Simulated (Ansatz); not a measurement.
MoS2:

```xyz
6
Lattice="3.1690 0.0000 0.0000 -1.5845 2.7444 0.0000 0.0000 0.0000 12.3240" Properties=species:S:1:pos:R:3 pbc="T T T"
Mo    1.5845    0.9148    9.2430
Mo    0.0000    1.8296    3.0810
S     1.5845    0.9148    4.6461
S     0.0000    1.8296   10.8081
S     1.5845    0.9148    1.5159
S     0.0000    1.8296    7.6779
```

Base run:

| Item | Value |
| --- | --- |
| Program | Ansatz 0.2.0 |
| Functional | revPBE |
| Potentials or basis | Ansatz PAW |
| Cutoff | 420 eV (not typed: the program's choice for these potentials) |
| k mesh | 10 × 10 × 3 |
| Occupations | fermi-dirac, width 0.05 eV |
| Spin | no spin polarisation |

Its results: band gap on the k mesh 0.96 eV, indirect (least direct gap 1.87 eV); pressure 3.9 GPa; largest force 0.021 eV/Å.

Problem. The run is repeated on the same cell with these changes: functional from revPBE to r2SCAN; cutoff from 420 eV (not typed: the program's choice for these potentials) to 500 eV (not typed: the program's choice for these potentials). What comes out?

Solution. Band gap on the k mesh 1.03 eV, indirect (least direct gap 1.98 eV); pressure 0.8 GPa; largest force 0.244 eV/Å.

Caveats: the PAW data sets come from PBE, with cores solved anew for the run's functional, which leaves a small shift of forces and pressure; this functional lacks dispersion, which binds the layers, so the pressure and a relaxed spacing across them are unreliable (some runs).

A k mesh can miss the band edges.
